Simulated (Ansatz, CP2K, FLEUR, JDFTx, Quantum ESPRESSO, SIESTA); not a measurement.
## One calculation of GaN, 7 ways

```
CELL_PARAMETERS angstrom
3.18000 0.00000 0.00000
-1.59000 2.75396 0.00000
0.00000 0.00000 5.16600
ATOMIC_POSITIONS crystal
Ga 0.66667 0.33333 0.50000
Ga 0.33333 0.66667 0.00000
N 0.66667 0.33333 0.87500
N 0.33333 0.66667 0.37500
```

Alike in all runs: task band structure; functional PBEsol; k mesh 10 × 10 × 5; occupations fermi-dirac, width 0.05 eV; no spin polarisation; no spin-orbit coupling. Pressure is positive in compression and, in plane waves, holds the error of the finite cutoff, which Ansatz's Pulay term estimates and takes out. Gaps are the smaller of the mesh's and the band path's.

| program and potentials | plane-wave cutoff (eV) | notes | band gap (eV) | pressure (GPa) | largest force (eV/Å) |
| --- | --- | --- | --- | --- | --- |
| JDFTx, PseudoDojo-SR-PBEsol-0.4.1-standard with smoothed tails | 1143 | 9 valence electrons an atom on average | 1.95 | - | - |
| Ansatz, PAW datasets made for the crystal | 460 | 9 valence electrons an atom on average | 1.92 | 1.02 | 0.133 |
| CP2K, POTENTIAL_UZH Ga GTH-PBE-q13, N GTH-PBE-q5; TZVP-MOLOPT-PBE-GTH basis | - | atomic basis; potentials made for PBE; 9 valence electrons an atom on average | 1.83 | 4.07 | 0.128 |
| FLEUR, all-electron, FLAPW | - | - | 1.92 | - | - |
| SIESTA, files PseudoDojo sr-pbesol-0.4.1-standard, DZP (energy shift 0.003 Ry; two zetas on semicore shells) | - | atomic basis; 9 valence electrons an atom on average | 2.02 | 3.80 | 0.129 |
| Ansatz, all-electron LAPW, scalar-relativistic | - | - | 1.92 | 1.02 | 0.133 |
| Quantum ESPRESSO, PseudoDojo 0.4 SR PBEsol stringent | 1551 | 13 valence electrons an atom on average | 1.94 | 0.84 | 0.133 |

Force on atom 1 (Ga), eV/Å:

```csv
program and potentials,x,y,z
"Ansatz, PAW datasets made for the crystal",0.000,0.000,-0.133
"CP2K, POTENTIAL_UZH Ga GTH-PBE-q13, N GTH-PBE-q5; TZVP-MOLOPT-PBE-GTH basis",0.000,0.000,-0.110
"SIESTA, files PseudoDojo sr-pbesol-0.4.1-standard, DZP (energy shift 0.003 Ry; two zetas on semicore shells)",0.000,0.000,-0.128
"Ansatz, all-electron LAPW, scalar-relativistic",0.000,0.000,-0.133
"Quantum ESPRESSO, PseudoDojo 0.4 SR PBEsol stringent",0.000,0.000,-0.133
```

The band gap spans 1.83 (CP2K, POTENTIAL_UZH Ga GTH-PBE-q13, N GTH-PBE-q5; TZVP-MOLOPT-PBE-GTH basis) to 2.02 eV (SIESTA, files PseudoDojo sr-pbesol-0.4.1-standard, DZP (energy shift 0.003 Ry; two zetas on semicore shells)), with all-electron results at 1.92. The pressure spans 0.84 (Quantum ESPRESSO, PseudoDojo 0.4 SR PBEsol stringent) to 4.07 GPa (CP2K, POTENTIAL_UZH Ga GTH-PBE-q13, N GTH-PBE-q5; TZVP-MOLOPT-PBE-GTH basis), with all-electron results at 1.02. The pressure on the cell as given of CP2K, POTENTIAL_UZH Ga GTH-PBE-q13, N GTH-PBE-q5; TZVP-MOLOPT-PBE-GTH basis; SIESTA, files PseudoDojo sr-pbesol-0.4.1-standard, DZP (energy shift 0.003 Ry; two zetas on semicore shells) lies far from the others; the cause wasn't traced. The paths' points differ, which is worth about 0.01 eV. Rows in atomic bases carry the error of their basis and grid, which can be large.

The functional is the same throughout but for its coding, so the spread measures potentials, basis and numerics; runs on potential files found faulty are left out.
